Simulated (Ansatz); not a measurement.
Space group Fm-3m (No. 225). a = 3.479 Å, b = 3.479 Å, c = 3.479 Å, α = 90.00°, β = 90.00°, γ = 90.00°
```csv
atom,site,symmetry,x,y,z
Ni,4a,m-3m,0.0000,0.0000,0.0000
```

Equation of state of this Ni structure (not necessarily the ground state), with shape and atoms relaxed at each volume where symmetry leaves them free. It has no gap at any of these volumes. All numbers below come from Ansatz, DFT r2SCAN, scalar-relativistic, plane waves, PAW.

Settings: cutoff 500 eV, Γ-centred mesh 20×20×20 on the computed 1-atom cell, Gaussian smearing of 0.10 eV; collinear spin.

| V (Å³/atom) | E − E(largest V) (meV/atom) | P (GPa) |
| --- | --- | --- |
| 9.893 | 5.78 | 15.42 |
| 10.208 | -16.05 | 7.06 |
| 10.524 | -22.87 | 0.01 |
| 10.840 | -16.86 | -5.96 |
| 11.155 | 0.00 | -11.00 |

Task: Fit a third-order Birch–Murnaghan equation to E(V).

Result: V0 = 10.53 Å³/atom, B0 = 216 GPa, B0' = 4.4.

The state reached may not be the lowest one.

Cost: 5 runs of about 2.7 core-minutes in all, on Arm Neoverse V1 (shared hosts).